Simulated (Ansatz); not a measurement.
# Cd: the cost of one run

Method: DFT PBE, scalar-relativistic, plane waves, PAW, in Ansatz 0.2.0.

### Step 1. The system as given

It takes space group P2_1/c (No. 14, monoclinic). Conventional cell: a = 5.194 Å, b = 5.646 Å, c = 5.640 Å, α = 90.00°, β = 114.40°, γ = 90.00°. Cd (site symmetry -1) is surrounded by 6 Cd at 2.83 to 3.11 Å. Around Cd (site symmetry 1) lie 8 Cd at 2.83 to 3.11 Å.

As a file:

```
Cd
1.0
     5.19422    0.00000    0.00000
     0.00000    5.64571    0.00000
    -2.32989    0.00000    5.13622
Cd
6
Direct
  0.00000 0.00000 0.00000
  0.00000 0.50000 0.50000
  0.42500 0.36000 0.26500
  0.57500 0.86000 0.23500
  0.57500 0.64000 0.73500
  0.42500 0.14000 0.76500
```

(A quick probe on a coarse mesh, which set the mesh and smearing, is not shown.)

### Step 3. Full relaxation

Input file input.yaml:

```yaml
crystal:
  lattice:
    - [5.1942206249, 0.0, 0.0]
    - [0.0, 5.645713203, 0.0]
    - [-2.3298908527, 0.0, 5.1362173981]
  atoms:
    - { symbol: Cd, position: [0.0, 0.0, 0.0] }
    - { symbol: Cd, position: [0.0, 0.5, 0.5] }
    - { symbol: Cd, position: [0.425, 0.36, 0.265] }
    - { symbol: Cd, position: [0.575, 0.86, 0.235] }
    - { symbol: Cd, position: [0.575, 0.64, 0.735] }
    - { symbol: Cd, position: [0.425, 0.14, 0.765] }
basis:
  ecutwfc: 420
kpoints:
  mp_grid: { grid: [8, 8, 8] }
hamiltonian:
  xc: pbe
scf:
  occupations: { method: gaussian, width: 0.1 }
output:
  forces: true
  stress: true
  eigenvalues: true
relax:
  adjacent_minimum: "off"
  f_tol: 0.01
  max_steps: 80
  cell: { stress_tol: 0.05 }
```

**Question.** How long does this run take on 4 threads of an Arm CPU, shared host, and how much memory does it need?

About 5.7 min, with a peak of 1.4 GiB.
